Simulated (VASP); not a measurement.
# PtS2 (P-3m1) in VASP: notebook, part 2 of 2

VASP 6.6.1.

**3. Single point, PBE, spin-orbit coupling, no magnetisation**

The input, INCAR:

```
SYSTEM = PtS2
ALGO = Normal ; EDIFF = 1E-7
ENCUT = 650 ; GGA = PE
GGA_COMPAT = .False. ; ISIF = 2
ISMEAR = 0 ; LASPH = .True.
LCHARG = .False. ; LMAXMIX = 4
LNONCOLLINEAR = .True. ; LORBIT = 11
LREAL = .False. ; LSORBIT = .True.
LWAVE = .False. ; MAGMOM = 0 0 0 0 0 0 0 0 0
NBANDS = 38 ; NELM = 100
PREC = Accurate ; SIGMA = 0.02
```

The input, KPOINTS:

```
k-points
0
Gamma
  8 8 5
  0 0 0
```

The input, POSCAR:

```
PtS2
1.0
    3.5432000000      0.0000000000      0.0000000000
   -1.7716000000      3.0685012107      0.0000000000
    0.0000000000      0.0000000000      5.0388000000
Pt S
1 2
Direct
    0.0000000000      0.0000000000      0.0000000000
    0.6666666667      0.3333333333      0.7730000000
    0.3333333333      0.6666666667      0.2270000000
```

Potentials or basis: VASP PAW PBE potentials, release 64 (Pt, S).

Command:

```sh
cat potpaw_PBE.64/Pt/POTCAR potpaw_PBE.64/S/POTCAR > POTCAR
mpirun -np 1 vasp_ncl > vasp.out
```

OUTCAR:

```text
SYSTEM = PtS2
   EDIFF = 1E-7
   ENCUT = 650
   GGA = PE
   ISIF = 2
   ISMEAR = 0
   LASPH = .True.
   LNONCOLLINEAR = .True.
   LORBIT = 11
   LREAL = .False.
   LSORBIT = .True.
   NELM = 100
   PREC = Accurate

 Found     40 irreducible k-points:

 Following reciprocal coordinates:
            Coordinates               Weight
  0.000000  0.000000  0.000000      1.000000
  0.125000  0.000000  0.000000      6.000000
  0.250000  0.000000  0.000000      6.000000
  0.375000  0.000000  0.000000      6.000000
  0.500000  0.000000  0.000000      3.000000
  0.125000  0.125000  0.000000      6.000000
   k-points           NKPTS =     40   k-points in BZ     NKDIM =     40   number of bands    NBANDS=     38
   number of dos      NEDOS =    301   number of ions     NIONS =      3
   total plane-waves  NPLWV =  37800
   dimension x,y,z NGX =    30 NGY =   30 NGZ =   42
   dimension x,y,z NGXF=    60 NGYF=   60 NGZF=   84
   ions per type =               1   2
   NGX,Y,Z   is equivalent  to a cutoff of  14.08, 14.08, 13.86 a.u.
   NGXF,Y,Z  is equivalent  to a cutoff of  28.15, 28.15, 27.71 a.u.
 SYSTEM =  PtS2
   PREC   = accura    normal or accurate (medium, high low for compatibility)
   ISTART =      0    job   : 0-new  1-cont  2-samecut
   ICHARG =      2    charge: 1-file 2-atom 10-const
   ISPIN  =      1    spin polarized calculation?
   LNONCOLLINEAR =      T non collinear calculations
   LSORBIT =      T    spin-orbit coupling
   LASPH  =      T    aspherical Exc in radial PAW
   ENCUT  =  650.0 eV  47.77 Ry    6.91 a.u.   7.37  7.37 10.47*2*pi/ulx,y,z
   NELM   =    100;   NELMIN=  2; NELMDL= -5     # of ELM steps
   EDIFF  = 0.1E-06   stopping-criterion for ELM
   LREAL  =      F    real-space projection
   EDIFFG = 0.1E-05   stopping-criterion for IOM
   NSW    =      0    number of steps for IOM
   IBRION =     -1    ionic relax: 0-MD 1-quasi-New 2-CG
   NFREE  =      0    steps in history (QN), initial steepest desc. (CG)
   ISIF   =      2    stress and relaxation
   ISYM   =      2    0-nonsym 1-usesym 2-fastsym
   POTIM  = 0.5000    time-step for ionic-motion
   TEBEG  =    0.0;   TEEND  =   0.0 temperature during run
[... 299 lines left out ...]
      0.00000      0.00000      0.00000         0.000000      0.000000      0.000000
      1.77160      1.02283      3.89499         0.000000      0.000000     -1.244691
     -0.00000      2.04567      1.14381        -0.000000     -0.000000      1.244691
 -----------------------------------------------------------------------------------
    total drift:                                0.000000      0.000000      0.000000

  FREE ENERGIE OF THE ION-ELECTRON SYSTEM (eV)
  ---------------------------------------------------
  free  energy   TOTEN  =       -15.6529581802 eV

  energy  without entropy=      -15.6529581802  energy(sigma->0) =      -15.65295818

 Spin-Orbit-Coupling matrix elements

 Ion:    1  E_soc:     -0.7619329
 l=   1
     0.0000000    -0.0372218    -0.0395891
    -0.0372218     0.0000000    -0.0372218
    -0.0395891    -0.0372218     0.0000000
 l=   2
     0.0000000    -0.0198072     0.0000000    -0.0198072    -0.0680313
    -0.0198072     0.0000000    -0.0478546    -0.0239646    -0.0198072
     0.0000000    -0.0478546     0.0000000    -0.0478546     0.0000000
    -0.0198072    -0.0239646    -0.0478546     0.0000000    -0.0198072
    -0.0680313    -0.0198072     0.0000000    -0.0198072     0.0000000
 l=   3
     0.0000000     0.0000000     0.0000000     0.0000000     0.0000000     0.0000000     0.0000000
     0.0000000     0.0000000     0.0000000     0.0000000     0.0000000     0.0000000     0.0000000
     0.0000000     0.0000000     0.0000000     0.0000000     0.0000000     0.0000000     0.0000000
     0.0000000     0.0000000     0.0000000     0.0000000     0.0000000     0.0000000     0.0000000
[... 29 lines left out ...]
 l=   2
     0.0000000     0.0000000     0.0000000     0.0000000     0.0000000
     0.0000000     0.0000000     0.0000000     0.0000000     0.0000000
     0.0000000     0.0000000     0.0000000     0.0000000     0.0000000
     0.0000000     0.0000000     0.0000000     0.0000000     0.0000000
     0.0000000     0.0000000     0.0000000     0.0000000     0.0000000
 l=   3
     0.0000000     0.0000000     0.0000000     0.0000000     0.0000000     0.0000000     0.0000000
     0.0000000     0.0000000     0.0000000     0.0000000     0.0000000     0.0000000     0.0000000
     0.0000000     0.0000000     0.0000000     0.0000000     0.0000000     0.0000000     0.0000000
     0.0000000     0.0000000     0.0000000     0.0000000     0.0000000     0.0000000     0.0000000
     0.0000000     0.0000000     0.0000000     0.0000000     0.0000000     0.0000000     0.0000000
     0.0000000     0.0000000     0.0000000     0.0000000     0.0000000     0.0000000     0.0000000
     0.0000000     0.0000000     0.0000000     0.0000000     0.0000000     0.0000000     0.0000000

 total charge

# of ion       s       p       d       tot
------------------------------------------
    1        0.732   0.888   8.009   9.629
    2        1.360   2.310   0.000   3.670
    3        1.360   2.310   0.000   3.670
--------------------------------------------------
tot          3.451   5.509   8.009  16.969

 magnetization (x)

# of ion       s       p       d       tot
------------------------------------------
    1       -0.000   0.000   0.000   0.000
    2        0.000   0.000   0.000   0.000
    3        0.000   0.000   0.000   0.000
--------------------------------------------------
tot         -0.000   0.000   0.000   0.000

 magnetization (y)

# of ion       s       p       d       tot
------------------------------------------
    1        0.000   0.000   0.000   0.000
    2       -0.000   0.000   0.000  -0.000
    3       -0.000   0.000   0.000   0.000
--------------------------------------------------
tot         -0.000   0.000   0.000   0.000

 magnetization (z)

# of ion       s       p       d       tot
------------------------------------------
    1        0.000   0.000   0.000   0.000
    2        0.000   0.000   0.000   0.000
    3        0.000   0.000   0.000   0.000
--------------------------------------------------
tot          0.000   0.000   0.000   0.000
```

stdout:

```text
POSCAR found type information on POSCAR PtS
 POSCAR found :  2 types and       3 ions
 scaLAPACK will be used
 LDA part: xc-table for (Slater+PW92), standard interpolation
 POSCAR, INCAR and KPOINTS ok, starting setup
 FFT: planning ... GRIDC
 FFT: planning ... GRID_SOFT
 FFT: planning ... GRID
 WAVECAR not read
 entering main loop
```

Wall time 2.2 min (1 thread of Intel Xeon 6975P-C (Granite Rapids), shared host); peak memory 0.43 GiB.

The run converged, but some of its settings lie outside the range that counts as converged, so its numbers aren't taken as properties of the crystal.

Results:

| Item | Value |
| --- | --- |
| Free energy | -15.6530 eV |
| Pressure | 11.3 GPa |
| Largest force | 1.245 eV/Å |
| Valence electrons inside the program's atomic spheres | Pt 9.63; S 3.67 |

Caveat: forces of over 1 eV/Å show positions far from the minimum, so gaps and moduli don't describe the material at rest.

**4. Single point, PBE, spin-orbit coupling, no magnetisation**

INCAR, as its differences from that of step 3:

```diff
@@ -2,3 +2,3 @@
 ALGO = Normal ; EDIFF = 1E-7
-ENCUT = 650 ; GGA = PE
+ENCUT = 400 ; GGA = PE
 GGA_COMPAT = .False. ; ISIF = 2
```

The input, KPOINTS:

```
k-points
0
Gamma
  9 9 6
  0 0 0
```

POSCAR is that of step 3.

Command:

```sh
cat potpaw_PBE.64/Pt/POTCAR potpaw_PBE.64/S/POTCAR > POTCAR
mpirun -np 1 vasp_ncl > vasp.out
```

It took 71 s on 1 thread of Intel Xeon 6975P-C (Granite Rapids), shared host; peak memory 0.31 GiB.

These settings aren't checked as converged: the numbers below hold their error.

What came out:

| Quantity | Value |
| --- | --- |
| Free energy | -15.6515 eV |
| Pressure | 11.2 GPa |
| Largest force | 1.244 eV/Å |
| Valence electrons inside the program's atomic spheres | Pt 9.63; S 3.67 |

Caveat: forces of over 1 eV/Å show positions far from the minimum, so gaps and moduli don't describe the material at rest.

**5. Single point, PBE, spin-orbit coupling, no magnetisation**

INCAR, as its differences from that of step 4:

```diff
@@ -2,3 +2,3 @@
 ALGO = Normal ; EDIFF = 1E-7
-ENCUT = 400 ; GGA = PE
+ENCUT = 280 ; GGA = PE
 GGA_COMPAT = .False. ; ISIF = 2
```

The input, KPOINTS:

```
k-points
0
Gamma
  4 4 3
  0 0 0
```

POSCAR is that of step 4.

Potentials or basis: VASP PAW PBE potentials, release 64 (Pt, S).

Command:

```sh
cat potpaw_PBE.64/Pt/POTCAR potpaw_PBE.64/S/POTCAR > POTCAR
mpirun -np 1 vasp_ncl > vasp.out
```

OUTCAR:

```text
SYSTEM = PtS2
   EDIFF = 1E-7
   ENCUT = 280
   GGA = PE
   ISIF = 2
   ISMEAR = 0
   LASPH = .True.
   LNONCOLLINEAR = .True.
   LORBIT = 11
   LREAL = .False.
   LSORBIT = .True.
   NELM = 100
   PREC = Accurate

 Found      9 irreducible k-points:

 Following reciprocal coordinates:
            Coordinates               Weight
  0.000000  0.000000  0.000000      1.000000
  0.250000 -0.000000  0.000000      6.000000
  0.500000 -0.000000  0.000000      3.000000
  0.250000  0.250000  0.000000      6.000000
  0.000000  0.000000  0.333333      2.000000
  0.250000 -0.000000  0.333333      6.000000
   k-points           NKPTS =      9   k-points in BZ     NKDIM =      9   number of bands    NBANDS=     38
   number of dos      NEDOS =    301   number of ions     NIONS =      3
   total plane-waves  NPLWV =  11200
   dimension x,y,z NGX =    20 NGY =   20 NGZ =   28
   dimension x,y,z NGXF=    40 NGYF=   40 NGZF=   56
   ions per type =               1   2
   NGX,Y,Z   is equivalent  to a cutoff of   9.38,  9.38,  9.24 a.u.
   NGXF,Y,Z  is equivalent  to a cutoff of  18.77, 18.77, 18.48 a.u.
 SYSTEM =  PtS2
   PREC   = accura    normal or accurate (medium, high low for compatibility)
   ISTART =      0    job   : 0-new  1-cont  2-samecut
   ICHARG =      2    charge: 1-file 2-atom 10-const
   ISPIN  =      1    spin polarized calculation?
   LNONCOLLINEAR =      T non collinear calculations
[... 340 lines left out ...]
     0.0000000     0.0000000     0.0000000     0.0000000     0.0000000     0.0000000     0.0000000
     0.0000000     0.0000000     0.0000000     0.0000000     0.0000000     0.0000000     0.0000000
     0.0000000     0.0000000     0.0000000     0.0000000     0.0000000     0.0000000     0.0000000
[... 29 lines left out ...]
 l=   2
     0.0000000     0.0000000     0.0000000     0.0000000     0.0000000
     0.0000000     0.0000000     0.0000000     0.0000000     0.0000000
     0.0000000     0.0000000     0.0000000     0.0000000     0.0000000
     0.0000000     0.0000000     0.0000000     0.0000000     0.0000000
     0.0000000     0.0000000     0.0000000     0.0000000     0.0000000
 l=   3
     0.0000000     0.0000000     0.0000000     0.0000000     0.0000000     0.0000000     0.0000000
     0.0000000     0.0000000     0.0000000     0.0000000     0.0000000     0.0000000     0.0000000
     0.0000000     0.0000000     0.0000000     0.0000000     0.0000000     0.0000000     0.0000000
     0.0000000     0.0000000     0.0000000     0.0000000     0.0000000     0.0000000     0.0000000
     0.0000000     0.0000000     0.0000000     0.0000000     0.0000000     0.0000000     0.0000000
     0.0000000     0.0000000     0.0000000     0.0000000     0.0000000     0.0000000     0.0000000
     0.0000000     0.0000000     0.0000000     0.0000000     0.0000000     0.0000000     0.0000000

 total charge

# of ion       s       p       d       tot
------------------------------------------
    1        0.733   0.889   7.997   9.619
    2        1.361   2.318   0.000   3.679
    3        1.361   2.318   0.000   3.679
--------------------------------------------------
tot          3.455   5.525   7.997  16.977

 magnetization (x)

# of ion       s       p       d       tot
------------------------------------------
    1        0.000   0.000   0.000   0.000
    2        0.000   0.000   0.000   0.000
    3        0.000   0.000   0.000   0.000
--------------------------------------------------
tot          0.000   0.000   0.000   0.000

 magnetization (y)

# of ion       s       p       d       tot
------------------------------------------
    1        0.000   0.000   0.000   0.000
    2        0.000   0.000   0.000   0.000
    3        0.000   0.000   0.000   0.000
--------------------------------------------------
tot          0.000   0.000   0.000   0.000

 magnetization (z)

# of ion       s       p       d       tot
------------------------------------------
    1        0.000   0.000   0.000   0.000
    2        0.000   0.000   0.000   0.000
    3        0.000   0.000   0.000   0.000
--------------------------------------------------
tot          0.000   0.000   0.000   0.000
```

OSZICAR:

```text
N       E                     dE             d eps       ncg     rms          rms(c)
DAV:   1     0.747619894001E+02    0.74762E+02   -0.69597E+03   732   0.625E+02
DAV:   2    -0.130947069558E+02   -0.87857E+02   -0.82935E+02   812   0.171E+02
DAV:   3    -0.170280664948E+02   -0.39334E+01   -0.38865E+01   858   0.360E+01
DAV:   4    -0.170760758494E+02   -0.48009E-01   -0.47975E-01   848   0.449E+00
DAV:   5    -0.170769558746E+02   -0.88003E-03   -0.87996E-03   842   0.586E-01    0.220E+01
DAV:   6    -0.158653609837E+02    0.12116E+01   -0.46684E+00   732   0.230E+01    0.141E+01
DAV:   7    -0.156888342476E+02    0.17653E+00   -0.98636E-01   720   0.976E+00    0.709E+00
DAV:   8    -0.156673205183E+02    0.21514E-01   -0.44186E-02   792   0.130E+00    0.254E+00
DAV:   9    -0.156616349757E+02    0.56855E-02   -0.76639E-03   768   0.927E-01    0.505E-01
DAV:  10    -0.156616532504E+02   -0.18275E-04   -0.21255E-03   842   0.334E-01    0.156E-01
DAV:  11    -0.156617317881E+02   -0.78538E-04   -0.16051E-04   760   0.915E-02    0.940E-02
DAV:  12    -0.156617587981E+02   -0.27010E-04   -0.19248E-05   804   0.320E-02    0.299E-02
DAV:  13    -0.156617625595E+02   -0.37614E-05   -0.56188E-06   748   0.191E-02    0.845E-03
DAV:  14    -0.156617632523E+02   -0.69278E-06   -0.96301E-07   850   0.639E-03    0.416E-03
DAV:  15    -0.156617635447E+02   -0.29237E-06   -0.76437E-08   620   0.220E-03    0.134E-03
DAV:  16    -0.156617636559E+02   -0.11120E-06   -0.89758E-08   582   0.172E-03    0.744E-04
DAV:  17    -0.156617636711E+02   -0.15232E-07   -0.54456E-09   426   0.550E-04
   1 F= -.15661764E+02 E0= -.15661764E+02  d E =-.154319E-26  mag=    -0.0000    -0.0000     0.0000
```

Run time: 11 s. Hardware: 1 thread of Intel Xeon 6975P-C (Granite Rapids), shared host; peak memory 0.18 GiB.

These settings aren't checked as converged: the numbers below hold their error.

What came out:

```
Free energy                                           : -15.6618 eV
Largest force                                         : 1.306 eV/Å
Valence electrons inside the program's atomic spheres : Pt 9.62; S 3.68
```

Caveat: the k mesh is coarse (spacing up to 0.51 Å⁻¹), so the values aren't converged; the cutoff is under 1.25 times the usual one of these potentials, so pressure, stress and relaxed cells hold a basis-set (Pulay) error; forces of over 1 eV/Å show positions far from the minimum, so gaps and moduli don't describe the material at rest.
